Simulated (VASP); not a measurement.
A run of VASP 6.6.1 is set up as follows.

Contents of INCAR:

```
PREC = Accurate
ENCUT = 600
EDIFF = 1E-6
ISMEAR = 0
SIGMA = 0.02
LREAL = False
LASPH = True
NELM = 60
ALGO = Normal
ISIF = 3
LWAVE = False
LCHARG = False
GGA = CA
IBRION = 2
NSW = 60
EDIFFG = -0.01
```

KPOINTS

```
Automatic mesh
0
Gamma
  6 6 6
```

POSCAR

```
SnTe
1.0
    0.0000000000      3.6111460000      3.6111460000
    3.6111460000      0.0000000000      3.6111460000
    3.6111460000      3.6111460000      0.0000000000
Te Sn
1 1
Direct
    0.2500000000      0.2500000000      0.2500000000
    0.0000000000      0.0000000000      0.0000000000
```

Potentials or basis: VASP PAW LDA potentials, release 64 (Te, Sn_d).

Launch:

```bash
$ cat potpaw_LDA.64/Te/POTCAR potpaw_LDA.64/Sn_d/POTCAR > POTCAR
$ mpirun -np 1 vasp_std > vasp.out
```

Problem. Predict the band gap on the k mesh.

Solution. None (metal or under the smearing width).

Problem. Estimate the space group after relaxing (to 0.05 Å).

Solution. F-43m (No. 216).

Problem. Predict the relaxed cell.

Solution. a = 4.958 Å, b = 4.958 Å, c = 4.958 Å, α = 60.00°, β = 60.00°, γ = 60.00°.

Problem. What does it give for the relaxed volume?

Solution. 43.10 Å³/atom.

Step by step:
| step | energy change (eV) | largest force (eV/Å) | pressure (GPa) | volume (Å³) |
| --- | --- | --- | --- | --- |
| 1 | 0.0000 | 0.0000 | -2.13 | 94.18 |
| 2 | -0.0557 | 0.0000 | 0.09 | 85.92 |
| 3 | -0.0558 | 0.0000 | -0.03 | 86.19 |

The run has no spin-orbit coupling, so splittings on Te are missing.
